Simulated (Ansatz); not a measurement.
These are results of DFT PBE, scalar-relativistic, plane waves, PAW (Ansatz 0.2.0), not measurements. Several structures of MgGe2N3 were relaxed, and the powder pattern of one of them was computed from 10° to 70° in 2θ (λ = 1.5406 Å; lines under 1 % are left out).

Cu Kα1 powder pattern (kinematic, no thermal factors).
2θ (°) (relative intensity): 18.15 (11), 18.31 (21), 24.21 (35), 31.61 (24), 31.90 (48), 32.09 (64), 35.56 (51), 35.83 (100), 36.77 (1), 37.11 (3), 37.12 (3), 37.20 (5), 40.28 (7), 45.66 (12), 45.88 (23), 49.18 (3), 49.59 (1), 49.86 (3), 52.34 (5), 52.54 (3), 52.66 (4), 56.47 (33), 57.03 (16), 59.48 (20), 59.66 (38), 59.94 (3), 62.79 (3), 66.00 (3), 66.45 (29), 66.68 (5), 66.96 (14), 67.12 (5), 68.37 (8), 69.04 (16), 69.53 (1)

Question: Which structure gives it?
A. Space group P-3m1 (No. 164), trigonal, a = 3.063 Å, c = 7.582 Å. Around Mg lie 6 N at 2.24 Å; Ge has 6 N at 2.08–2.20 Å; around N on a site of symmetry 3m lie 3 Ge at 2.08 Å and 3 Mg at 2.24 Å; 1 more site not described.
B. Space group P3m1 (No. 156), trigonal, a = 3.358 Å, c = 7.877 Å. Around Mg lie 3 N at 2.06 Å and 1 N at 2.20 Å; Ge on its first site is surrounded by 1 N at 1.78 Å and 3 N at 2.07 Å; N on its first site has 4 Ge at 1.98–2.07 Å; 3 more sites not described.
C. Space group Cmc2_1 (No. 36), orthorhombic, a = 9.681 Å, b = 5.657 Å, c = 5.574 Å. Around Mg lie 4 N at 2.10–2.14 Å; around Ge lie 4 N at 1.91–2.05 Å; N on a site of symmetry m is surrounded by 2 Ge at 1.91 Å and 2 Mg at 2.10–2.13 Å; 1 more site not described.

Answer: C. Its strongest line, at 2θ = 35.83°, has d = λ/(2 sin θ) = 2.504 Å and is the (3 1 1) reflection of the conventional Cmc2_1 cell with a = 9.681 Å, b = 5.657 Å, c = 5.574 Å. The others have their strongest lines at 41.5° (A); 32.8° (B).

The cells needn't be stable.
